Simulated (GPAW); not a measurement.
Runs of GPAW 26.7.0 on Al. The structure is cubic, space group Fm-3m (No. 225). Conventional cell: a = 4.050 Å, b = 4.050 Å, c = 4.050 Å, α = 90.00°, β = 90.00°, γ = 90.00°. Al (site symmetry m-3m) is surrounded by 12 Al at 2.86 Å. 

| level | gap on the mesh (eV) | pressure (GPa) | relaxed volume (Å³/atom) |
| --- | --- | --- | --- |
| PBEsol+D3(BJ) | none | 0.0 | 15.63 |
| PBEsol+D3 | none | 0.1 | (b) |
| PBEsol+D4 | none | 0.1 | (a) |
| PBEsol | none | 0.0 | 16.23 |
| PBEsol+D3(BJ)+ATM | none | 0.0 | 15.69 |

Alike in all rows: task relaxation of cell and atoms; potentials or basis PAW data sets generated in the run's folder for this functional, pw; no spin polarisation; cell relaxed; k mesh 11 × 11 × 11; cutoff (eV) 600; smearing fermi-dirac 0.05 eV.

Task: Estimate the missing entries.

Result: (a) 15.85; (b) 15.90.

Caveats: later steps reuse the first step's grids; pairwise dispersion overbinds metals, which lowers pressure and volume (some runs).

A gap of «none» marks a metal or a gap under the smearing width.
